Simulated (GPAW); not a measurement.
Crystal: Te2Mo.

```
Te Mo
1.0
     3.51820    0.00000    0.00000
    -1.75910    3.04685    0.00000
     0.00000    0.00000   13.97360
Te Mo
4 2
Direct
  0.66667 0.33333 0.37900
  0.33333 0.66667 0.87900
  0.33333 0.66667 0.62100
  0.66667 0.33333 0.12100
  0.66667 0.33333 0.75000
  0.33333 0.66667 0.25000
```

Base run:

* Program: GPAW 26.7.0
* Functional: vdW-DF
* Potentials or basis: GPAW PAW data sets (gpaw-data 1.2.1)
* Cutoff: 600 eV
* Basis: pw
* k mesh: 5 × 5 × 2
* Occupations: fermi-dirac, width 0.05 eV
* Spin: spin-orbit coupling, no magnetisation

Its results: band gap on the k mesh 0.71 eV, indirect (least direct gap 1.24 eV); largest force 0.584 eV/Å.

Task: The run is repeated on the same cell with these changes: functional from vdW-DF to TASK. What comes out?

Result: Band gap on the k mesh 0.99 eV, indirect (least direct gap 1.50 eV); largest force 0.269 eV/Å.

Caveats: spin-orbit coupling was added after a scalar SCF, so levels and gaps hold it while energy, forces, pressure and moments don't; this program's spin-orbit splittings come out too wide for heavy elements; the PAW data sets were made with another functional, which shifts forces and pressure a little.

Not every run made on this cell is shown here.
